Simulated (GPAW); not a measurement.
# A GW chain in GPAW: GaSb (honeycomb monolayer)

How does a plane-wave GW calculation on GaSb (honeycomb monolayer) run from the first input to the gap?

Main program and level: GPAW 26.7.0; LDA and many-body steps on it, plane waves.

## 1. Set-up

The cell holds 2 atoms: 1 Ga and 1 Sb. Its edges and angles: a = 4.218 Å, b = 4.218 Å, c = 11.400 Å, α = 90.0°, β = 90.0°, γ = 120.0°. Vacuum lies along c.

Coordinates:

```
Ga Sb
1.0
     4.21828    0.00000    0.00000
    -2.10914    3.65314    0.00000
     0.00000    0.00000   11.40000
Ga Sb
1 1
Cartesian
  0.0000 2.4354 5.5000
  2.1091 1.2177 5.9000
```

The start is a generated structure, not a measured one. Spin-orbit coupling is left out unless a step names it.

## 2. Relaxation

This step: GPAW 26.7.0; DFT, LDA, plane waves, PAW.

Gaps follow bond lengths, so the structure is brought to rest first.

Input file run.py:

```python
import json
import numpy as np
from gpaw.mpi import world
from ase import Atoms
from ase.constraints import FixSymmetry
from ase.filters import FrechetCellFilter
from ase.optimize import BFGS
from gpaw import GPAW, PW, FermiDirac

atoms = Atoms(['Ga', 'Sb'],
    cell=[[4.2182808080, 0.0000000000, 0.0000000000],
      [-2.1091404040, 3.6531383400, 0.0000000000],
      [0.0000000000, 0.0000000000, 11.4000000000]],
    scaled_positions=[[0.3333333333, 0.6666666667, 0.4824561404],
      [0.6666666667, 0.3333333333, 0.5175438596]],
    pbc=(True, True, False))
atoms.set_constraint(FixSymmetry(atoms))
atoms.calc = GPAW(mode=PW(550),
    xc='LDA',
    kpts={'size': (6, 6, 1), 'gamma': True},
    occupations=FermiDirac(0.02),
    convergence={'density': 1e-5},
    txt='relax.txt')
steps = []
opt = BFGS(FrechetCellFilter(atoms, mask=[1, 1, 0, 0, 0, 1]), logfile='bfgs.log')
opt.attach(lambda: steps.append([atoms.get_potential_energy(), atoms.cell[:], atoms.positions.copy(), atoms.get_forces()]))
converged = opt.run(fmax=0.03, steps=50)
res = {'converged': bool(converged), 'steps': steps, 'cell': atoms.cell[:], 'frac': atoms.get_scaled_positions()}

if world.rank == 0:
    with open('result.json', 'w') as f:
        json.dump(res, f, default=lambda x: x.tolist())
```

Launch:

```console
$ mpirun -n 8 gpaw python run.py
```

Numbers of over 12 decimals in the logs are rounded to 6 here.

Log:

```text
Step     Time          Energy          fmax
BFGS:    0        -7.836082        0.824356
BFGS:    1        -7.858418        0.554649
BFGS:    2        -7.890205        0.314243
[...]
BFGS:    6        -7.924665        0.222981
BFGS:    7        -7.927313        0.009627
```

It took 18 s on 8 MPI ranks of Intel Xeon Platinum 8488C (Sapphire Rapids), shared host; peak memory 1.7 GiB; 2.4 min of CPU time.

Relaxation path:

```
step  energy less that of the first step (eV)  largest force (eV/Å)
   1                                   0.0000                0.4569
   2                                  -0.0223                0.4210
   3                                  -0.0541                0.3142
   4                                  -0.0587                0.2819
   5                                  -0.0707                0.1623
   6                                  -0.0801                0.0360
   7                                  -0.0886                0.0390
   8                                  -0.0912                0.0077
```

The atoms that moved most (Å):

```
atom     dx     dy      dz  length
 Ga1  0.000  0.000  -0.130   0.130
 Sb2  0.000  0.000   0.130   0.130
```

Final coordinates:

```cif
data_structure
_symmetry_space_group_name_H-M 'P 1'
_symmetry_Int_Tables_number 1
_cell_length_a 4.2655
_cell_length_b 4.2655
_cell_length_c 11.4000
_cell_angle_alpha 90.000
_cell_angle_beta 90.000
_cell_angle_gamma 120.000
_cell_volume 179.62
loop_
_atom_site_label
_atom_site_type_symbol
_atom_site_fract_x
_atom_site_fract_y
_atom_site_fract_z
_atom_site_occupancy
Ga1 Ga 0.33333 0.66667 0.47102 1
Sb2 Sb 0.66667 0.33333 0.52896 1
```

## 3. Ground state

The ground-state density comes first.

Input file run.py:

```python
import json
import numpy as np
from gpaw.mpi import world
from ase import Atoms
from gpaw import GPAW, PW, FermiDirac

atoms = Atoms(['Ga', 'Sb'],
    cell=[[4.2654569582, 0.0000000000, 0.0000000000],
      [-2.1327284791, 3.6939940845, 0.0000000000],
      [0.0000000000, 0.0000000000, 11.4000000000]],
    scaled_positions=[[0.3333333333, 0.6666666667, 0.4710247006],
      [0.6666666667, 0.3333333333, 0.5289603880]],
    pbc=(True, True, False))
calc = GPAW(mode=PW(450),
    xc='LDA',
    kpts={'size': (9, 9, 1), 'gamma': True},
    occupations=FermiDirac(0.001),
    nbands=-7,
    convergence={'density': 1e-6, 'bands': -3},
    maxiter=100,
    txt='gs.txt')
atoms.calc = calc
res = {'energy': atoms.get_potential_energy()}
kpts = calc.get_ibz_k_points()
res['kpts'] = kpts
res['eigenvalues'] = [calc.get_eigenvalues(kpt=k) for k in range(len(kpts))]
res['n_electrons'] = calc.get_number_of_electrons()
calc.write('gs.gpw')

if world.rank == 0:
    with open('result.json', 'w') as f:
        json.dump(res, f, default=lambda x: x.tolist())
```

Launch:

```console
$ mpirun -n 8 gpaw python run.py
```

Log:

```text
__  _  _
 | _ |_)|_||  |
 |__||  | ||/\| - 26.7.0

Input parameters:
  mode=PW(ecut=450.000000),
  convergence={'density': 1e-06, 'bands': -3},
  kpts=MonkhorstPack(size=(9, 9, 1), gamma=True),
  maxiter=100,
  nbands=-7,
  occupations=Occupations(name='fermi-dirac', width=0.001, fixmagmom=False),
  xc=XC(name='LDA')
  [... matrices ...]
Diagonalizing LCAO Hamiltonian
Converting LCAO to pw mode

            Sb
        Ga

Atoms  # Å, Bohr magnetons
|   | symbol |         x |        y |        z |    initial magnetic moments |
| 0 |     Ga | -0.000000 | 2.462663 | 5.369682 | ( 0.0000,  0.0000,  0.0000) |
| 1 |     Sb |  2.132728 | 1.231331 | 6.030148 | ( 0.0000,  0.0000,  0.0000) |

Unit cell  # Å
| periodic |         x |        y |         z |   lengths |     angles |
|      yes |  4.265457 | 0.000000 |  0.000000 |  4.265457 |  90.000000 |
|      yes | -2.132728 | 3.693994 |  0.000000 |  4.265457 |  90.000000 |
|       no |  0.000000 | 0.000000 | 11.400000 | 11.400000 | 120.000000 |

Number of symmetries: 6
Symmetry operations  # r_c * U_cc + t_c -> r_c
|   | kind |            matrix            |
| 0 |  σ   |  1, 1, 0,  0,-1, 0,  0, 0, 1 |
| 1 |  E   |  1, 0, 0,  0, 1, 0,  0, 0, 1 |
| 2 |  C3  |  0, 1, 0, -1,-1, 0,  0, 0, 1 |
| 3 |  σ   |  0,-1, 0, -1, 0, 0,  0, 0, 1 |
| 4 |  σ   | -1, 0, 0,  1, 1, 0,  0, 0, 1 |
| 5 |  C3  | -1,-1, 0,  1, 0, 0,  0, 0, 1 |

BZ-sampling:
  Number of BZ points: 81
  Number of IBZ points: 12

  Monkhorst-Pack size: [9, 9, 1]
  Monkhorst-Pack shift: [0, 0, 0]

K-points  # in reciprocal-cell coordinates
|     |                                coordinates |     weight |
|   0 | (  0.00000000,   0.00000000,   0.00000000) | 0.01234568 |
|   1 | (  0.11111111,   0.00000000,   0.00000000) | 0.07407407 |
|   2 | (  0.22222222,  -0.11111111,   0.00000000) | 0.07407407 |
|   3 | (  0.22222222,   0.00000000,   0.00000000) | 0.07407407 |
|   4 | (  0.33333333,  -0.11111111,   0.00000000) | 0.14814815 |
|   5 | (  0.33333333,   0.00000000,   0.00000000) | 0.07407407 |
|   6 | (  0.33333333,   0.33333333,   0.00000000) | 0.02469136 |
|   7 | (  0.44444444,  -0.22222222,   0.00000000) | 0.07407407 |
|   8 | (  0.44444444,  -0.11111111,   0.00000000) | 0.14814815 |
|   9 | (  0.44444444,   0.00000000,   0.00000000) | 0.07407407 |
| ... |                                            |            |
|  11 | (  0.44444444,   0.44444444,   0.00000000) | 0.07407407 |

Plane wave coefficients: 3933
Cutoff: 450.000000 eV

Spin-components: 1 (collinear spins)
Bands:           16
Projectors:      11
Spin-degeneracy: 2
Datatype:        complex128

  Storage: CPU
  Wave functions: 12_082_176 bytes (1_510_272 per core)
  Projectors: 16_612_992 bytes (2_076_624 per core)
  [... matrices ...]
Parallelization:
  kpt:    4
  domain: 2
  band:   1

Density:
  Valence electrons: 18.0
  Components: 1
  Grid points: [21 21 56]
  Charge: 0.0  # |e|

Potential:
  Grid points: [21 21 56]

species:
  Ga:
    name:    Gallium
    Z:       31.0
    valence: 3
    core:    28
    charge:  0.0  # [|e|]
    compensation charges:
      type: gauss
      rc: 0.37  # [Å]
      lmax: 2
    cutoffs:
      filter: 2.06  # [Å]
      core: 4.17  # [Å]
    projectors
    | kind |    occ | energy [eV] | rcut [Å] |
    |   4s |  2.000 |      -9.167 |    1.164 |
    |   4p |  1.000 |      -2.734 |    1.164 |
    |    s |        |      18.045 |    1.164 |
    |    p |        |      24.478 |    1.164 |
    |    d |        |       0.000 |    1.164 |

    Using partial waves for Ga as LCAO basis

  Sb:
    name:    Antimony
    Z:       51.0
    valence: 15
    core:    36
    charge:  0.0  # [|e|]
    compensation charges:
      type: gauss
      rc: 0.36  # [Å]
      lmax: 2
    cutoffs:
      filter: 2.23  # [Å]
      core: 2.23  # [Å]
    projectors
    | kind |    occ | energy [eV] | rcut [Å] |
    |   5s |  2.000 |     -13.069 |    1.154 |
    |   5p |  3.000 |      -4.994 |    1.233 |
    |   4d | 10.000 |     -33.564 |    1.196 |
    |    s |        |      14.142 |    1.154 |
    |    p |        |      22.217 |    1.233 |
    |    d |        |      -6.353 |    1.196 |

    Using partial waves for Sb as LCAO basis

Reference energy: -228940.492409  # eV

eigensolver:
  PPCG
  Converge bands: -3
  niter=2

density mixing:
  MSR1-Mixer
  Pratt-step length: 0.05
  Maximum mixing coefficient: 0.75
  Old densities: 10
  SVD Regularization: 0.005
  Good broyden scale: 1.0
  Trust region scale: 1.0
  Backstep threshold: 4.0
  History deletion threshold: 6.0
  Fourier metric: weight=20.0, sigma=0.015

occupation numbers:
  Fermi-Dirac:
    width: 0.0010  # eV

poisson solver:
  ecut: 3600.000000  # eV

xc functional:
  name: None

Initialization done in: 1.209 s

convergence criteria:
- Maximum integral of absolute [dens]ity change: 1e-06 electrons / valence electron
- Maximum [total energy] change in last 3 cyles: 0.0005 eV / valence electron
- Maximum integral of absolute [eigenst]ate change: 4e-08 eV^2 / valence electron
maximum number of iterations: 100

SCF iterations
|iter     |     time |      energy | eigst |  dens |
|iter:   1|  |   -8.010067 | +1.37 |       |
|iter:   2|  |   -8.007722 | +0.29 | -1.26 |
|iter:   3|  |   -7.912678 | -0.63 | -1.29 |
|iter:   4|  |   -7.909649 | -1.08 | -1.75 |
|iter:   5|  |   -7.900579 | -2.00 | -1.96 |
|iter:   6|  |   -7.900951 | -3.70 | -2.29 |
|iter:   7|  |   -7.900978c| -4.81 | -3.03 |
|iter:   8|  |   -7.900980c| -5.62 | -3.95 |
|iter:   9|  |   -7.900980c| -6.46 | -4.49 |
|iter:  10|  |   -7.900980c| -7.52c| -5.01 |
|iter:  11|  |   -7.900980c| -7.40 | -5.44 |
|iter:  12|  |   -7.900980c| -7.96c| -5.86 |
|iter:  13|  |   -7.900980c| -8.59c| -6.49c|

Converged in 13 steps
SCF loop duration: 1.992 s (0.153 s/step)
Energy contributions relative to reference atoms: (reference = -228940.492409)
  [... matrices ...]
Energy contributions:
  Kinetic:          12.664200
  Coulomb:         -11.661508
  Zero:              0.221301
  External:          0.000000
  Xc:               -9.124973
  Entropy:          -0.000000
  Spinorbit:         0.000000
  ----------------------------
  Free energy:      -7.900980
  Extrapolated:     -7.900980

dipole moment: (0.680530, -0.392941, -0.060295)  # |e|*Ang

Fermi level: -1.999
Eigenvalues  # (at kpt = [0.000, 0.000, 0.000])
| band index |      eig [eV] | occ [0-2] |
|          0 |       -30.205 |     2.000 |
|          1 |       -30.205 |     2.000 |
|          2 |       -30.162 |     2.000 |
|          3 |       -30.158 |     2.000 |
|          4 |       -30.158 |     2.000 |
|          5 |       -12.541 |     2.000 |
|          6 |        -4.777 |     2.000 |
|          7 |        -2.261 |     2.000 |
|          8 |        -2.261 |     2.000 |
|          9 |        -1.200 |     0.000 |
|         10 |         0.770 |     0.000 |
|         11 |         2.089 |     0.000 |
|         12 |         2.089 |     0.000 |
|         13 |         3.102 |     0.000 |
|         14 |         3.397 |     0.000 |
|         15 |         4.944 |     0.000 |

Gap: 1.061 eV
Transition (v -> c):
  (s=0, k=0, n=8, [0.00, 0.00, 0.00]) -> (s=0, k=0, n=9, [0.00, 0.00, 0.00])
No difference between direct/indirect transitions
vacuum-level: 2.911  # V
# Writing to gs.gpw (mode='')
  [... matrices ...]
```

Run time: 5 s. Hardware: 8 MPI ranks; peak memory 1.3 GiB.

This step gave:

```
total energy               : -7.901 eV
gap                        : 1.061 eV
k of the valence top       : 0, 0, 0
k of the conduction bottom : 0, 0, 0
least direct gap           : 1.061 eV
```

The gap is direct, at Γ.

## 4. Empty states on the mesh, 6×6×1 mesh, 301 bands

The sums over transitions need many empty states on a uniform mesh; this step solves for them.

Input file run.py:

```python
import json
import numpy as np
from gpaw.mpi import world
from gpaw import GPAW

calc = GPAW('gs.gpw').fixed_density(kpts={'size': (6, 6, 1), 'gamma': True},
    parallel={'domain': 1, 'band': 1},
    txt='nscf.txt')
calc.diagonalize_full_hamiltonian(nbands=301)
calc.write('full.gpw', mode='all')
res = {}
kpts = calc.get_ibz_k_points()
res['kpts'] = kpts
res['eigenvalues'] = [calc.get_eigenvalues(kpt=k) for k in range(len(kpts))]
res['n_electrons'] = calc.get_number_of_electrons()

if world.rank == 0:
    with open('result.json', 'w') as f:
        json.dump(res, f, default=lambda x: x.tolist())
```

Launch:

```console
$ mpirun -n 7 gpaw python run.py
```

Log:

```text
Diagonalizing LCAO Hamiltonian
Converting LCAO to pw mode
convergence criteria:
- Maximum integral of absolute [eigenst]ate change: 4e-08 eV^2 / valence electron
maximum number of iterations: 100

SCF iterations
|iter     |     time |      energy | eigst |  dens |
|iter:   1|  |             | +1.47 |       |
|iter:   2|  |             | +0.48 |       |
|iter:   3|  |             | -0.04 |       |
[...]
|iter:  11|  |             | -6.22 |       |
|iter:  12|  |             | -7.03 |       |
|iter:  13|  |             | -7.58c|       |
SCF steps: 13
  __  _  _
 | _ |_)|_||  |
 |__||  | ||/\| - 26.7.0

Input parameters:
  mode=PW(ecut=450.000000),
  convergence={'density': 1e-06, 'bands': -3},
  gpts=array([21, 21, 56]),
  kpts=MonkhorstPack(size=(6, 6, 1), gamma=True),
  maxiter=100,
  nbands=16,
  occupations=Occupations(name='fermi-dirac', width=0.001, fixmagmom=False),
  parallel={'domain': 1, 'band': 1},
  xc=XC(name='LDA')
Matrix size: 3933x3933
# Writing to full.gpw (mode='all')
  [... matrices ...]

timing:  # [seconds]
  Total: 34.173  # ━━━━━━━━━━━━━━━━━━━━━━━━━━━━━━━━━━━━━━━━━━━━━━━━━━━━━━━━━━
```

It took 38 s on 7 MPI ranks; peak memory 7.8 GiB; 4.4 min of CPU time.

This step gave:

- gap: 1.061 eV
- k of the valence top: 0, 0, 0
- k of the conduction bottom: 0, 0, 0
- least direct gap: 1.061 eV
- k points computed: 7
- lowest point of the top converged band, above the valence top: 78.1972 eV

On this mesh the gap is 1.061 eV.

## 5. Screening and self-energy, 6×6×1 mesh, 135 bands, screening to 48 eV

Now the one-shot GW correction: screening in the RPA, then the self-energy of the levels asked for.

This step: G0W0 on LDA, plane waves, PAW.

Input file run.py:

```python
import json
import numpy as np
from gpaw.mpi import world
from gpaw.response.g0w0 import G0W0

gw = G0W0('full.gpw',
    filename='gw',
    kpts=[0],
    bands=(7, 11),
    ecut=48,
    nbands=135,
    truncation='2D',
    integrate_gamma='sphere',
    q0_correction=True,
    frequencies={'type': 'nonlinear', 'domega0': 0.15, 'omega2': 15.0},
    eta=0.1,
    nblocksmax=True)
gw.calculate()
res = {mode: {k: v for k, v in r.items() if k != 'sigma_eskwn'}
       for mode, r in gw.all_results.items()}

if world.rank == 0:
    with open('result.json', 'w') as f:
        json.dump(res, f, default=lambda x: x.tolist())
```

Launch:

```console
$ mpirun -n 8 gpaw python run.py
```

Log:

```text
Using integrator: PointIntegrator
NonLinearFrequencyDescriptor(from 0.000 to 75.270 eV, 164 points)
Nonperiodic BCs:  [False False  True]
Using integrator: PointIntegrator
NonLinearFrequencyDescriptor(from 0.000 to 75.270 eV, 164 points)
Nonperiodic BCs:  [False False  True]
Applying analytical 2D correction to W:
    Evaluating Gamma point contribution to W on a 17x17x1 grid
  ___  _ _ _
 |   || | | |
 | | || | | |
 |__ ||_____|
 |___|

BZ k-points: Symmetries present (total): 6

  [... matrices ...]
36 k-points: 6 x 6 x 1 Monkhorst-Pack grid + [1/12,1/12,0.000000]
7 k-points in the irreducible part of the Brillouin zone
       k-points in crystal coordinates                weights
   0:     0.00000000    0.00000000    0.00000000          1/36
   1:     0.16666667    0.00000000    0.00000000          6/36
   2:     0.33333333   -0.16666667    0.00000000          6/36
   3:     0.33333333    0.00000000    0.00000000          6/36
   4:     0.33333333    0.33333333    0.00000000          2/36
   5:     0.50000000    0.33333333    0.00000000         12/36
   6:     0.50000000    0.50000000    0.00000000          3/36

Distributing spins, k-points and bands (1 x 1 x 4) over 1 process
Number of blocks: 8

Quasi particle states:
k-points (IBZ indices): [0]
Band range: (7, 11)
  [... matrices ...]
Computational parameters:
Plane wave cut-off: 48 eV
Number of bands: 135
Coulomb cutoff: 2D
Broadening: 0.1 eV

fxc modes: GW
Kernel: RPA
Using full-frequency real axis integration
Summing all q:

Calculating screened Coulomb potential
2D Coulomb truncation
NonLinearFrequencyDescriptor(from 0.000 to 75.270 eV, 164 points)
Removing empty qpoint cache files...

Calculating chi0 body with:
    Ground state adapter containing:
    Number of spins: 1
    Number of kpoints: 36
    Number of irreducible kpoints: 7
    Number of completely occupied states: 9
    Number of partially occupied states: 9
    Occupied states memory: 3.391479 M / cpu

    Linear response parametrization:
    q_c: [1.3877787807814457e-17, 1.3877787807814457e-17, 0.0]
    Number of frequency points: 164
    Planewave cutoff: 48.0
    Number of bands: 135
    Number of planewaves: 139
    Broadening (eta): 0.1
    comm.size: 8
    kncomm.size: 1
    blockcomm.size: 8

    Memory estimate of potentially large arrays:
        chi0_wGG: 6.043709 M / cpu
Integrating chi0 body.

Symmetries of q_c:
    Direct symmetries (Uq -> q): 6
    Indirect symmetries (TUq -> q): 6
In total 12 allowed symmetries.

  [... matrices ...]
7 groups of equivalent kpoints. 80.555556% reduction.

Integral kind: spectral function
Integrating chi0 head and wings.

Symmetries of q_c:
    Direct symmetries (Uq -> q): 6
    Indirect symmetries (TUq -> q): 6
In total 12 allowed symmetries.

  [... matrices ...]
7 groups of equivalent kpoints. 80.555556% reduction.

Integral kind: spectral function wings

Calculating chi0 body with:
    Ground state adapter containing:
    Number of spins: 1
    Number of kpoints: 36
    Number of irreducible kpoints: 7
    Number of completely occupied states: 9
    Number of partially occupied states: 9
[... the further q-points ...]

Results:
f:      Occupation numbers
eps:     KS-eigenvalues [eV]
vxc:     KS vxc [eV]
exx:     Exact exchange [eV]
sigma:   Self-energies [eV]
dsigma:  Self-energy derivatives
Z:       Renormalization factors
qp:      QP-energies [eV]

k-point 0 (0): (0.000, 0.000, 0.000)                GW
band       f     eps     vxc     exx   sigma  dsigma       Z      qp
                                                                   GW
   7   1.000  -2.261 -14.299 -15.274   0.926  -0.441   0.694  -2.295
   8   1.000  -2.261 -14.299 -15.274   0.926  -0.441   0.694  -2.295
   9   0.000  -1.200 -14.589 -10.547  -2.356  -0.421   0.704  -0.013
  10   0.000   0.770  -6.589  -3.418  -2.655  -0.457   0.686   1.124
```

Elapsed: 24 s, on 8 MPI ranks; peak memory 2.6 GiB.

This step gave:

```yaml
g0w0_gap_on_the_points_computed: 2.282 eV
least_direct_g0w0_gap_on_the_computed_points: 2.282 eV
z_at_the_valence_top: 0.6940
z_at_the_conduction_bottom: 0.7037
starting_gap_on_the_mesh: 1.061 eV
k_of_the_valence_top: 0, 0, 0
k_of_the_conduction_bottom: 0, 0, 0
```

The gap on the mesh goes from 1.06 eV to 2.28 eV, a correction of +1.22 eV.

Limits: finite bands, cutoff and mesh; no spin-orbit coupling. v1 is the top filled band, c1 the lowest empty one. The levels before and after the correction (eV, zero at the valence-band top of each column):

```
           conduction bottom  valence top
Kohn-Sham               1.06         0.00
     G0W0               2.28         0.00
```

```
             level  energy (eV)
Kohn-Sham  Γ v2-v1        0.000
Kohn-Sham     Γ c1        1.061
Kohn-Sham     Γ c2        3.031
     G0W0  Γ v2-v1        0.000
     G0W0     Γ c1        2.282
     G0W0     Γ c2        3.420
```

## 6. Where the time went

Times are wall times on the hardware named with each run, good to a factor of about two.

```
                     step  time  share  memory (GiB)
               relaxation  18 s   21 %           1.7
             ground state   5 s    6 %           1.3
 empty states on the mesh  38 s   45 %           7.8
screening and self-energy  24 s   28 %           2.6
```

## 7. Summary of results

```yaml
lda_gap: 1.06 eV, direct
g0w0_gap_on_the_mesh: 2.28 eV
gw_settings: 6×6×1 mesh, 135 bands, screening to 48 eV, full frequency, Hilbert transform
known_limits: not at the basis limit; no spin-orbit coupling
```

What this shows: G0W0 moves the gap on the mesh from 1.06 eV to 2.28 eV (+1.22 eV), with Z of 0.69 and 0.70 at the edges. Only 1 of the mesh's irreducible points was corrected, so a valley elsewhere could overtake. The dearest step here is «empty states on the mesh». Bands and cutoff are finite, so the gap is not at the basis limit. The miss can reach some tenths of an eV and take either sign; the mesh is an error of its own. These stock PAW sets were not made for GW; the filled d or f shell of Ga lies in the frozen core, which bears on start and correction. In the G0W0 run levels were corrected at 1 k point alone, so a gap called «on the mesh» is the least over those, and an edge elsewhere would be missed. The many-body steps are scalar-relativistic: spin-orbit coupling is not in them.

[Paths, hosts, dates, memory and timing lines, banners, echoed tables and standing remarks are left out of the program output.]

[Logs are printed without paths, hosts, clocks, repeated set-up lines and the standing remarks that a program may print on its own settings, such as how far it seeks lower states.]

[Runs of the session that timed out or met a known fault of the program may be left out.]

[Hosts, paths, dates, database ids (printed as entryN), source tags and the programs' standing remarks are cut or masked in the printed files.]
